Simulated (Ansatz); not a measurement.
**HfSiO4: Field gradients at the nuclei**

The cell is an entry of the Crystallography Open Database (COD), ions relaxed with PBE at fixed cell.

Space group I4_1/amd:1 (No. 141); a = 6.5725, c = 5.9632 Å.

```csv
site,Wyckoff,site symmetry,x,y,z
Hf,4a,-4m2,0.0000,0.5000,0.2500
Si,4b,-4m2,0.5000,0.0000,0.2500
O,16h,.m.,0.5000,0.3147,0.8193
```

One atom of each set is listed; the run and its k-mesh use a cell of 12 atoms with edges of 5.52, 5.52, 5.52 Å.

Level of theory: DFT, PBEsol, plane waves and PAW, scalar-relativistic, 420 eV cutoff, Γ-centred 7×7×7 k-points, Fermi–Dirac smearing 0.02 eV (Ansatz 0.2.0).

V_zz is the principal component of the electric field gradient with the largest magnitude, η = (V_xx − V_yy)/V_zz and C_Q = eQV_zz/h.

Hf-177: I = 7/2, Q = 3365 mb; 17O: I = 5/2, Q = -25.58 mb. Quadrupole moments are those of Pyykkö's year-2017 table.

Task: Give the quadrupolar parameters of the distinct sites.

Result: 

```json
{"site": "Hf", "atoms": "2", "first shell": "8 O at 2.11–2.26 Å", "V_zz (10²¹ V/m²)": "14.43", "η": "0.00", "C_Q (MHz)": "1174"}
{"site": "Si", "atoms": "2", "first shell": "4 O at 1.63 Å", "V_zz (10²¹ V/m²)": "-2.07", "η": "0.00", "C_Q (MHz)": "–"}
{"site": "O", "atoms": "8", "first shell": "1 Si at 1.63 Å, 2 Hf at 2.11–2.26 Å", "V_zz (10²¹ V/m²)": "4.59", "η": "0.88", "C_Q (MHz)": "-2.84"}
```

An axis of threefold or higher order runs through Hf and Si, so V_zz lies along it and η is zero.

Si has no stable isotope with a ground-state quadrupole moment in the table, so no C_Q is given.

Without spin–orbit coupling the gradients at and beside Hf can be off by some per cent, at some sites by more.

The run took 6.2 s of wall time (20 s of CPU time) and 0.79 GiB at its peak, on 4 threads of Intel Xeon Platinum 8488C (Sapphire Rapids) (x86_64; 16 cores open to the job, memory cap 8.0 GiB, no GPU), a shared host with a load of 0.5 a core.
